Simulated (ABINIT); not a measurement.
The system is SiNi3.

```xyz
4
Lattice="3.5420 0.0000 0.0000 0.0000 3.5420 0.0000 0.0000 0.0000 3.5420" Properties=species:S:1:pos:R:3 pbc="T T T"
Ni    1.7710    1.7710    0.0000
Ni    1.7710    0.0000    1.7710
Ni    0.0000    1.7710    1.7710
Si    0.0000    0.0000    0.0000
```

Base run:

- Program: ABINIT 10.8.3 (patched build)
- Functional: PBE
- Potentials or basis: JTH PAW PBE v2.0
- Cutoff: 1116 eV
- k mesh: 5 × 5 × 5
- Occupations: cold-b (ABINIT), width 0.2 eV
- Spin: collinear spin, ferromagnetic start
- Starting moments: [1.0, 1.0, 1.0, 0.0] μB

Its results: band gap on the k mesh none (metal or under the smearing width); pressure -5.6 GPa; net moment 0.00 μB per cell.

The run is repeated on the same cell with these changes: occupations from cold-b (ABINIT), width 0.2 eV to fermi-dirac, width 0.2 eV. What comes out?

Band gap on the k mesh none (metal or under the smearing width); pressure -4.6 GPa; net moment 0.00 μB per cell.

Caveats: small starting moments can end in a higher magnetic state in this program.

Not every run made on this cell is shown here.
